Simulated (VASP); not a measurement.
Crystal: Cd.

```
Cd
1.0
    -1.78432    1.78432    1.78432
     1.78432   -1.78432    1.78432
     1.78432    1.78432   -1.78432
Cd
1
Direct
  0.00000 0.00000 0.00000
```

This isn't the form of Cd at room conditions, which is hcp.

| Item | Value |
| --- | --- |
| Program | VASP 6.6.1 |
| Task | relaxation of cell and atoms |
| Functional | SCAN |
| Potentials or basis | VASP PAW PBE potentials, release 64 (Cd) |
| Cutoff | 600 eV |
| k mesh | 10 × 10 × 10 |
| Occupations | fermi-dirac, width 0.05 eV |
| Spin | no spin polarisation |

At the start: pressure -2.1 GPa; volume 22.72 Å³/atom.

Question: Where does the relaxation end?

Answer: Over 4 steps the energy falls by 6.3 meV/atom and the volume is 21.63 Å³/atom (-4.8 %); space group Im-3m (No. 229, to 0.05 Å).

Step by step:
| step | energy change (eV) | largest force (eV/Å) | pressure (GPa) | volume (Å³) |
| --- | --- | --- | --- | --- |
| 1 | 0.0000 | 0.0000 | -2.09 | 22.72 |
| 2 | -0.0064 | 0.0000 | -0.33 | 21.76 |
| 3 | -0.0063 | 0.0000 | 0.08 | 21.59 |
| 4 | -0.0063 | 0.0000 | 0.00 | 21.63 |

Final structure:
```
CELL_PARAMETERS angstrom
-1.75513 1.75513 1.75513
1.75513 -1.75513 1.75513
1.75513 1.75513 -1.75513
ATOMIC_POSITIONS crystal
Cd 0.00000 0.00000 0.00000
```

Caveat: the PAW data sets were made with another functional, which shifts forces and pressure a little.
